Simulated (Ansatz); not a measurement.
# BN: the cost of one run

Program: Ansatz 0.2.0. Level of theory: DFT PBEsol, scalar-relativistic, plane waves, PAW. These are calculated values, not measurements.

1 further run of the same task is left out (it didn't finish).

## (1) The starting structure

The structure is trigonal, space group R3m (No. 160). Conventional cell: a = 2.504 Å, b = 2.504 Å, c = 10.445 Å, α = 90.00°, β = 90.00°, γ = 120.00°. B (site symmetry 3m) is surrounded by 3 N at 1.45 Å. N (site symmetry 3m) has 3 B at 1.45 Å as nearest neighbours.

Coordinates:

```
B N
1.0
     1.25210    0.72290    3.48153
    -1.25210    0.72290    3.48153
     0.00000   -1.44580    3.48153
B N
1 1
Direct
  0.99962 0.99962 0.99962
  0.33281 0.33281 0.33281
```

It goes back to an entry of the Materials Project, which need not be the stable form.

It is the result of an earlier relaxation at this level (volume 9.45 Å³/atom; gap on the mesh: 4.24 eV).

Bulk energy on matching settings, from an earlier run: -266.8898 eV/atom.

## (2) Cutting the (012) slab

Planes are indexed in the bulk's conventional cell (R3m (No. 160)), a = 2.504 Å, b = 2.504 Å, c = 10.445 Å, α = 90.00°, β = 90.00°, γ = 120.00°.

Cut from the relaxed bulk: a (012) slab, 10.7 Å thick as cut, with 15 Å of vacuum; its outer planes are N (top) and B (bottom).

The slab as cut. Its planes from the bottom up:

```
plane  atoms per cell  height over the lowest (Å)
    1               B                        0.00
    2               N                        0.67
    3               B                        2.00
    4               N                        2.67
    5               B                        4.01
    6               N                        4.67
    7               B                        6.01
    8               N                        6.68
    9               B                        8.01
   10               N                        8.68
   11               B                       10.01
   12               N                       10.68
```

## (3) The slab as cut, atoms at the bulk's places

A dipole layer in the vacuum cancels the field that periodic copies would set up if the slab's two faces differ.

input.yaml

```yaml
crystal:
  lattice:
    - [2.5041946717, 0.0, 0.0]
    - [0.0, 3.7697979072, 0.0]
    - [0.0, 0.0, 25.6825143293]
  atoms:
    - { symbol: B, position: [0.5, 0.7803300831, 0.2920274823] }
    - { symbol: "N", position: [0.0, 0.7071638068, 0.3180456475] }
    - { symbol: B, position: [0.0, 0.5596973013, 0.3700128564] }
    - { symbol: "N", position: [0.5, 0.486531025, 0.3960310215] }
    - { symbol: B, position: [0.5, 0.3390645196, 0.4479982304] }
    - { symbol: "N", position: [0.0, 0.2658982433, 0.4740163956] }
    - { symbol: B, position: [0.0, 0.1184317378, 0.5259836044] }
    - { symbol: "N", position: [0.5, 0.0452654616, 0.5520017696] }
    - { symbol: B, position: [0.5, 0.8977989561, 0.6039689785] }
    - { symbol: "N", position: [0.0, 0.8246326798, 0.6299871436] }
    - { symbol: B, position: [0.0, 0.6771661743, 0.6819543525] }
    - { symbol: "N", position: [0.5, 0.6039998981, 0.7079725177] }
basis:
  ecutwfc: 420
kpoints:
  mp_grid: { grid: [11, 7, 1] }
hamiltonian:
  xc: pbesol
scf:
  occupations: { method: gaussian, width: 0.05 }
output:
  forces: true
  stress: true
  eigenvalues: true
  write_density: true
  write_potential: true
  elf: true
  volumetric_format: npy
efield:
  axis: 3
  dipole_correction: true
  ramp_width: 0.04
```

Command:

```bash
> ansatz run input.yaml --threads 1 --pin off --max-ram 2560MiB --backend cpu --events-out ev --progress --plain --runs-dir out
```

What time and memory should one allow on 1 thread of Intel Xeon 6975P-C (Granite Rapids), shared host?

About 19 s, with a peak of 0.53 GiB.
